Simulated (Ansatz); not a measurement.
## LiF: the functional and the phonons

LiF in the rock-salt structure, relaxed with PBE.

```yaml
# lattice in Å, fractional positions
crystal:
  lattice:
    - [0.00000, 2.03311, 2.03311]
    - [2.03311, 0.00000, 2.03311]
    - [2.03311, 2.03311, 0.00000]
  atoms:
    - { symbol: Li, position: [0.00000, 0.00000, 0.00000] }
    - { symbol: F, position: [0.50000, 0.50000, 0.50000] }
```

Settings of the Ansatz calculation: PBE; Ansatz hand-made PAW at 1050 eV; k mesh 6×6×6; fixed occupations; no spin. Phonons (linear response) are harmonic and in cm⁻¹; i marks an unstable mode. Zone-centre lists hold the optical modes without the non-analytic term.

Caveats: coarse k mesh.

At 8.40 Å³ an atom it gives top Γ mode (cm⁻¹) 268; lowest mode at X = [0.5, 0, 0.5] (cm⁻¹) 239; top mode at X = [0.5, 0, 0.5] (cm⁻¹) 444; mean ε∞ 2.05; mean Born charge of Li (e) 1.05.

Repeat with LDA in its relaxed cell, PBEsol in its relaxed cell, on the same kind of potentials and mesh. What changes?


```json
{"functional": "LDA in its relaxed cell", "cutoff (eV)": "1050", "volume (Å³/atom)": "7.47", "top Γ mode (cm⁻¹)": "341", "lowest mode at X = [0.5, 0, 0.5] (cm⁻¹)": "252", "top mode at X = [0.5, 0, 0.5] (cm⁻¹)": "482", "mean ε∞": "2.12", "mean Born charge of Li (e)": "1.04"}
{"functional": "PBEsol in its relaxed cell", "cutoff (eV)": "1050", "volume (Å³/atom)": "8.03", "top Γ mode (cm⁻¹)": "301", "lowest mode at X = [0.5, 0, 0.5] (cm⁻¹)": "242", "top mode at X = [0.5, 0, 0.5] (cm⁻¹)": "456", "mean ε∞": "2.09", "mean Born charge of Li (e)": "1.05"}
```
